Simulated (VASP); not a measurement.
# GaAs, vacuum levels of a slab or layer: which settings are enough?

GaAs, slab, 4 atoms in the cell. PBE; PAW potentials As, Ga_d (PBE set). VASP 6.6.1.

Wanted: face levels within 0.04 eV; energy within 2 meV/atom; forces within 0.02 eV/Å.

Crystal: GaAs, F-43m; Face: (1 1 1); Atomic planes: 4; Dipole correction: yes.

Face levels: vacuum level at each face, counted from the Fermi level.

POSCAR of the starting run:
```
GaAs
1.0
    4.0625279586      0.0000000000      0.0000000000
   -2.0312639793      3.5182524157      0.0000000000
    0.0000000000      0.0000000000     19.1463002338
As Ga
2 2
Direct
    0.7500000000      0.8750000000      0.3917205888
    0.4166666667      0.2083333333      0.5649676468
    0.4166666667      0.2083333333      0.4350323532
    0.0833333333      0.5416666667      0.6082794112
```

The series start from vacuum (Å): 15; correction: LDIPOL, IDIPOL 3, DIPOL, AMIN 0.01; k spacing (1/Å): 0.3; Cutoff ENCUT (eV): 370; SCF threshold EDIFF (eV): 1e-6; PREC: Accurate; ALGO: Normal. Each series keeps the choices made before it, and each single choice may use up half of a tolerance.

## Vacuum (Å)

| Vacuum (Å) | Face levels, largest deviation (eV) | Energy less reference (meV/atom) | Forces, largest deviation (eV/Å) | SCF iterations | Time (s) |
|---|---|---|---|---|---|
| 6 | 0.166 | 7.3 | 0.032 | 16 | 11 |
| 8 | 0.040 | 1.2 | 0.005 | 18 | 15 |
| 10 | 0.011 | 0.2 | 0.003 | 22 | 20 |
| 12 | 0.002 | 0.1 | 0.005 | 24 | 27 |
| 15 | 0.001 | 0.0 | 0.003 | 28 | 37 |
| 20 | 0.000 | 0.0 | 0.002 | 31 | 50 |
| 25 (reference) | 0.000 | 0.0 | 0.000 | 35 | 72 |

Chosen: 10, the loosest value from which every tighter one stays within half of the tolerance.

## Correction

| Correction | Face levels, largest deviation (eV) | Energy less reference (meV/atom) | Forces, largest deviation (eV/Å) | SCF iterations | Time (s) |
|---|---|---|---|---|---|
| LDIPOL, IDIPOL 3, DIPOL, AMIN 0.01 | 0.000 | 0.0 | 0.000 | 22 | 20 |
| LDIPOL, default AMIN | 0.001 | 0.0 | 0.000 | 20 | 19 |
| LDIPOL, no DIPOL | no result | no result | no result | 150 | 142 |
| IDIPOL 3 alone (energy only) | 0.759 | 4.5 | 0.023 | 19 | 16 |
| kernel truncation, coarsened | 0.004 | -0.1 | 0.000 | 20 | 23 |
| kernel truncation, full padding | 0.009 | -0.1 | 0.000 | 20 | 25 |

Chosen: LDIPOL, IDIPOL 3, DIPOL, AMIN 0.01; no other choice that stays within half of the tolerance saves 30 % of the time.

## k spacing (1/Å)

| k spacing (1/Å) | Face levels, largest deviation (eV) | Energy less reference (meV/atom) | Forces, largest deviation (eV/Å) | SCF iterations | Time (s) |
|---|---|---|---|---|---|
| 0.6 | 0.219 | 153.6 | 0.231 | 23 | 9.4 |
| 0.45 | 0.069 | 48.7 | 0.122 | 22 | 16 |
| 0.3 | 0.051 | 5.3 | 0.044 | 22 | 20 |
| 0.22 | 0.015 | 0.4 | 0.007 | 22 | 23 |
| 0.16 (reference) | 0.000 | 0.0 | 0.000 | 21 | 31 |

Chosen: 0.22.

## Cutoff ENCUT (eV)

| Cutoff ENCUT (eV) | Face levels, largest deviation (eV) | Energy less reference (meV/atom) | Forces, largest deviation (eV/Å) | SCF iterations | Time (s) |
|---|---|---|---|---|---|
| 230 | 0.005 | 43.5 | 0.005 | 22 | 10 |
| 280 | 0.000 | 1.6 | 0.001 | 21 | 14 |
| 330 | 0.001 | -0.3 | 0.001 | 21 | 16 |
| 370 | 0.000 | 0.5 | 0.001 | 22 | 23 |
| 430 | 0.004 | 0.5 | 0.001 | 21 | 29 |
| 525 (reference) | 0.000 | 0.0 | 0.000 | 22 | 41 |

Chosen: 330.

## SCF threshold EDIFF (eV)

| SCF threshold EDIFF (eV) | Face levels, largest deviation (eV) | Energy less reference (meV/atom) | Forces, largest deviation (eV/Å) | SCF iterations | Time (s) |
|---|---|---|---|---|---|
| 0.001 | 0.115 | 0.4 | 0.010 | 13 | 11 |
| 0.0001 | 0.018 | 0.0 | 0.002 | 17 | 12 |
| 1e-5 | 0.003 | 0.0 | 0.000 | 19 | 13 |
| 1e-6 | 0.000 | 0.0 | 0.000 | 21 | 16 |
| 1e-7 (reference) | 0.000 | 0.0 | 0.000 | 22 | 16 |

Chosen: 0.0001.

## PREC

| PREC | Face levels, largest deviation (eV) | Energy less reference (meV/atom) | Forces, largest deviation (eV/Å) | SCF iterations | Time (s) |
|---|---|---|---|---|---|
| Accurate | 0.000 | 0.0 | 0.000 | 17 | 12 |
| Normal | 0.012 | -0.1 | 0.007 | 18 | 8.2 |

Chosen: Normal, the fastest of those that stay within half of the tolerance.

## ALGO

| ALGO | Face levels, largest deviation (eV) | Energy less reference (meV/atom) | Forces, largest deviation (eV/Å) | SCF iterations | Time (s) |
|---|---|---|---|---|---|
| Normal | 0.000 | 0.0 | 0.000 | 18 | 8.2 |
| Fast | 0.001 | 0.0 | 0.002 | 17 | 8.3 |
| All | 0.011 | 0.0 | 0.039 | 17 | 10 |

Chosen: Normal.

## All choices together

| Input | Face levels, largest deviation (eV) | Energy less reference (meV/atom) | Forces, largest deviation (eV/Å) | Time (s) |
|---|---|---|---|---|
| starting input without the dipole correction (naive) | 0.833 | 3.1 | 0.048 | 28 |
| chosen settings | 0.028 | 0.2 | 0.013 | 8.2 |
| reference settings throughout | 0.000 | 0.0 | 0.000 | 170 |

The tolerance is met.

Values of the reference run: Face levels: 3.399, 5.307 eV.

## The input

INCAR:
```
PREC = Normal
ENCUT = 330
EDIFF = 1E-4
ISMEAR = 0
SIGMA = 0.1
LREAL = F
LASPH = T
ALGO = Normal
NELM = 150
LWAVE = F
LCHARG = F
GGA = PE
KPAR = 4
LVHAR = T
LVACPOTAV = T
LDIPOL = T
IDIPOL = 3
DIPOL = 0.5 0.5 0.5
AMIN = 0.01
```

KPOINTS:
```
Automatic mesh
0
Gamma
  9 9 1
  0 0 0
```

POSCAR:
```
GaAs
1.0
    4.0625279586      0.0000000000      0.0000000000
   -2.0312639793      3.5182524157      0.0000000000
    0.0000000000      0.0000000000     14.1463002338
As Ga
2 2
Direct
    0.7500000000      0.8750000000      0.3534493060
    0.4166666667      0.2083333333      0.5879304164
    0.4166666667      0.2083333333      0.4120695836
    0.0833333333      0.5416666667      0.6465506940
```

Commands:
```
cat potpaw_PBE.64/As/POTCAR potpaw_PBE.64/Ga_d/POTCAR > POTCAR
mpirun -np 4 vasp_std > vasp.out
```

Limits: The face is cut as in the bulk; no reconstruction is tried; at EDIFF = 0.0001 other algorithms or programs end up to 2.0 times the tolerance apart, so this threshold passes by luck, and a tighter one is safer.

The chosen input took VASP 6.6.1 8.2 s on 4 cores (Intel Xeon Platinum 8259CL @ 2.50GHz (Skylake/Cascade Lake)), a shared host.
